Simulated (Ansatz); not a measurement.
Ir: how the free axis answers a strain

Ir, Fm-3m, a = 3.871 Å. Ansatz: PBE, PAW, 420 eV, Γ-centred 18×18×14 mesh on 2 atoms, Gaussian smearing 0.10 eV; no spin polarisation. Series: uniaxial strain along a, with b, c and atoms relaxed; x is the strain in per cent. The axes a, b, c are those of the computed cell (2.737, 2.737, 3.871 Å), along [1 1 0], [-1 1 0], [0 0 1] of the cell named above. y is the change of c in per cent of 3.871 Å.

| x (%) | y (%) |
| --- | --- |
| -3.0 | ? |
| -2.0 | 0.70 |
| -1.0 | 0.36 |
| 0.0 | 0.00 |
| 1.0 | -0.33 |
| 2.0 | -0.68 |
| 3.0 | -1.03 |

Fit y = c1 x + c2 x² to the other rows, say what c1 measures, and predict the missing y.

Least squares on the rows shown. y = −0.3467 x + 0.001745 x². So −c1 = 0.347 is Poisson's ratio for this pair of axes. Along b the same runs (not shown) give 0.11. At x = -3.0 the fit asked for gives 1.06 %. The run gave 1.06 %, the same to the digits shown.

Spin–orbit coupling is left out, which can shift energies with elements as heavy as these.